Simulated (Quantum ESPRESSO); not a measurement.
Runs of Quantum ESPRESSO 7.5 on Hf. It takes space group Im-3m (No. 229, cubic). The conventional cell has a = 3.610 Å, b = 3.610 Å, c = 3.610 Å, α = 90.00°, β = 90.00°, γ = 90.00°. Around Hf (site symmetry m-3m) lie 8 Hf at 3.13 Å. This isn't the form of Hf at room conditions, which is hcp.

```csv
task,level,potentials or basis,cell,cutoff (eV),smearing,form of the LDA correlation,q mesh,gap on the mesh (eV),pressure (GPa)
phonons,LDA,JTH 2.0 LDA,relaxed,490,gaussian 0.136 eV,PW92,-,none,0.1
band structure,PBEsol,PseudoDojo 0.4.1 SR PBEsol standard,as given,789,fermi-dirac 0.05 eV,-,-,none,(a)
phonon dispersion,LDA,GBRV 1.5 LDA,relaxed,612,cold 0.2 eV,PZ81,2 × 2 × 2,none,-0.3
phonon dispersion,PBEsol,GBRV 1.5 PBEsol,relaxed,612,cold 0.2 eV,-,2 × 2 × 2,none,-0.2
phonons,PBEsol,PseudoDojo 0.4.1 SR PBEsol standard,relaxed,789,methfessel-paxton 0.272 eV,-,-,none,0.0
band structure,LDA,PseudoDojo 0.4.1 SR LDA standard,as given,789,fermi-dirac 0.05 eV,PW92,-,none,-13.5
```

Alike in all rows: no spin polarisation; k mesh 10 × 10 × 10.

Question: Fill in the values left out.

Answer: (a) -8.7.

Caveats: the mesh is thin for the phonons of a metal (some runs); some modes are imaginary (some runs); the q point doesn't lie on the k mesh, which can shift a metal's frequencies strongly unless the mesh is converged (some runs); the cutoff is low for these files, which shifts pressure and relaxed volume (some runs).

A k mesh can miss the band edges, and the runs leave out spin-orbit coupling on Hf.

A gap of «none» marks a metal or a gap under the smearing width.

Not every run made on this cell is shown here.
